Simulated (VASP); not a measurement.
H2CO: single point with PBE+D3(BJ)

The system is H2CO.

```
O C H
1.0
     8.18824    0.00000    0.00000
     0.00000    8.18824    0.00000
     0.00000    0.00000    8.18824
O C H
10 10 20
Direct
  0.10166 0.00763 0.67233
  0.43947 0.30790 0.36257
  0.67295 0.96043 0.09523
  0.69574 0.51913 0.67767
  0.36366 0.72350 0.22685
  0.18158 0.04886 0.22823
  0.96569 0.55428 0.98842
  0.71825 0.85067 0.51162
  0.95014 0.35369 0.31562
  0.49135 0.17975 0.80511
  0.20790 0.09453 0.61569
  0.54216 0.25681 0.26470
  0.67405 0.81224 0.09089
  0.56095 0.53543 0.62595
  0.33759 0.83492 0.32560
  0.16488 0.05697 0.07888
  0.02531 0.58533 0.85410
  0.85236 0.89449 0.46783
  0.00508 0.49032 0.33892
  0.62339 0.11414 0.81701
  0.29120 0.06619 0.51201
  0.22882 0.21806 0.67513
  0.52672 0.23799 0.13270
  0.66757 0.23972 0.31194
  0.74170 0.74333 0.19033
  0.59554 0.74288 0.00158
  0.52563 0.62332 0.52552
  0.45381 0.47111 0.67158
  0.22752 0.83330 0.40235
  0.43273 0.92351 0.35884
  0.07011 0.14001 0.03315
  0.24318 0.97727 0.99952
  0.03122 0.49616 0.75535
  0.04507 0.71231 0.81873
  0.86627 0.95576 0.34794
  0.96243 0.88479 0.54572
  0.11716 0.55333 0.27839
  0.93980 0.58120 0.42772
  0.73431 0.18263 0.85872
  0.64258 0.98620 0.78394
```

The cell was built by a generator and needn't be a form met in nature.

| Item | Value |
| --- | --- |
| Program | VASP 6.6.1 |
| Task | single point |
| Functional | PBE |
| Dispersion | D3(BJ) |
| Potentials or basis | VASP PAW PBE potentials, release 64 (O, C, H) |
| Cutoff | 520 eV |
| k mesh | 1 × 1 × 1 |
| Occupations | fermi-dirac, width 0.02 eV |
| Spin | no spin polarisation |
| Dipole correction | no |
| Further INCAR settings | LREAL = Auto; ALGO = Normal; EDIFF = 1e-06; NBANDS = 86 |

- Pressure: 0.1 GPa
- Largest force: 2.859 eV/Å
- Band gap on the k mesh: 2.50 eV, direct
- Dispersion energy per atom: -0.041 eV

Forces in eV/Å, atoms in the order of the input:
```
O    0.114 -0.627  0.209
O    0.066 -0.429 -0.997
O    0.235  0.778 -0.174
O    2.122 -0.382  0.777
O   -0.087  0.667  0.122
O   -0.037  0.030 -0.638
O    0.655 -0.111 -0.604
O   -1.095 -0.215  0.477
O    0.614  0.566 -0.011
O   -0.847  0.352  0.016
C    0.618  1.761  0.705
C    0.287  0.906  1.552
C   -0.581 -0.982  0.769
C   -2.215  1.026 -1.489
C    0.271 -1.253 -0.297
C    0.363 -0.467  1.181
C   -1.706  0.229  0.922
C    0.472  0.366 -0.501
C   -0.127  1.414  0.330
C    0.921  0.129  0.227
H   -0.304 -0.132  0.224
H   -0.023 -0.442 -0.584
H   -0.581 -0.068 -0.239
H    0.243 -0.253 -0.228
H   -0.301 -0.026 -0.775
H    0.622  0.057  0.202
H    0.533 -0.158  0.162
H   -0.389 -0.701  0.564
H   -0.238  0.005  0.195
H    0.226  0.307 -0.083
H   -0.028  0.133 -0.547
H   -0.368  0.391 -0.113
H    0.401 -0.693 -0.251
H    0.581  0.629 -0.147
H    0.206  0.110 -0.256
H   -0.089 -0.275 -0.122
H   -0.807 -1.203  0.255
H    0.378 -0.911 -0.538
H   -0.171 -0.052 -0.060
H    0.067 -0.476 -0.235
```

Stress tensor (GPa, compression positive):
```
 0.61  0.20  0.59
 0.20  0.22 -0.46
 0.59 -0.46 -0.66
```

Levels at points of the mesh, in eV from the valence-band top:
| k point | band 56 | band 57 | band 58 | band 59 | band 60 | band 61 | band 62 | band 63 | band 64 | band 65 |
| --- | --- | --- | --- | --- | --- | --- | --- | --- | --- | --- |
| (0.00, 0.00, 0.00) | -0.49 | -0.33 | -0.23 | -0.15 | 0.00 | 2.50 | 2.75 | 2.90 | 2.99 | 3.18 |

Run time: 2.2 min on 1 thread of AMD EPYC 7R13 Processor (Zen 3), with other jobs on the host, peak memory 0.47 GiB.

Caveat: the standard files for N, O and F lose accuracy on very short bonds. A hybrid or GW would open this gap; PBE tends to underestimate it.
